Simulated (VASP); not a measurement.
Write the native input for VASP 6.6.1 that does the following.

| Quantity | Value |
| --- | --- |
| Task | relaxation of cell and atoms |
| Functional | optB86b-vdW |
| Potentials or basis | VASP PAW PBE potentials, release 64 (Sn_d, S) |
| Cutoff | 600 eV |
| k mesh | 8 × 8 × 5 |
| Occupations | fermi-dirac, width 0.05 eV |
| Spin | no spin polarisation |
| Further INCAR settings | ALGO = Normal; EDIFF = 1e-07; IBRION = 2; EDIFFG = -0.01; NSW = 60; ISIF = 3 |

The structure of SnS2 (Berndtite-2T) lies in POSCAR:

```
SnS2
1.0
    3.6390000000      0.0000000000      0.0000000000
   -1.8195000000      3.1514664444      0.0000000000
    0.0000000000      0.0000000000      5.8680000000
Sn S
1 2
Direct
    0.0000000000      0.0000000000      0.0000000000
    0.6666666667      0.3333333333      0.7500000000
    0.3333333333      0.6666666667      0.2500000000
```

These files were run (other wordings do the same):

INCAR

```
SYSTEM = SnS2
PREC = Accurate
ENCUT = 600
EDIFF = 1E-7
ISMEAR = -1
SIGMA = 0.05
LREAL = .FALSE.
LASPH = .TRUE.
NELM = 60
ALGO = Normal
ISIF = 3
LWAVE = .FALSE.
LCHARG = .FALSE.
GGA = MK
LUSE_VDW = .TRUE.
AGGAC = 0.0
PARAM1 = 0.1234
PARAM2 = 1.0
IBRION = 2
NSW = 60
EDIFFG = -0.01
```

KPOINTS

```
Automatic mesh
0
G
  8 8 5
  0 0 0
```

Potentials or basis: VASP PAW PBE potentials, release 64 (Sn_d, S).

The run is started by

```bash
$ cat potpaw_PBE.64/Sn_d/POTCAR potpaw_PBE.64/S/POTCAR > POTCAR
$ mpirun -np 1 vasp_std > vasp.out
```

It gave:

```json
{
 "Relaxed volume": "23.11 Å³/atom",
 "Relaxed cell": "a = 3.682 Å, b = 3.682 Å, c = 5.904 Å, α = 90.00°, β = 90.00°, γ = 120.00°",
 "Space group after relaxing (to 0.05 Å)": "P-3m1 (No. 164)",
 "Energy gained by relaxing": "6.5 meV/atom",
 "Ionic steps": "8",
 "Pressure after relaxing": "-0.1 GPa",
 "Largest force after relaxing": "0.003 eV/Å",
 "Band gap on the k mesh": "1.31 eV, indirect (least direct gap 1.67 eV)"
}
```

Caveat: the PAW data sets were made with another functional, which shifts forces and pressure a little; spin-orbit coupling is left out, which moves the levels of the heavy elements; an odd mesh through Γ misses points on the zone boundary, where band edges often lie.

Run time: 10 min on 1 thread of Intel(R) Xeon(R) Platinum 8259CL CPU @ 2.50GHz (Skylake/Cascade Lake), with other jobs on the host, peak memory 0.49 GiB.
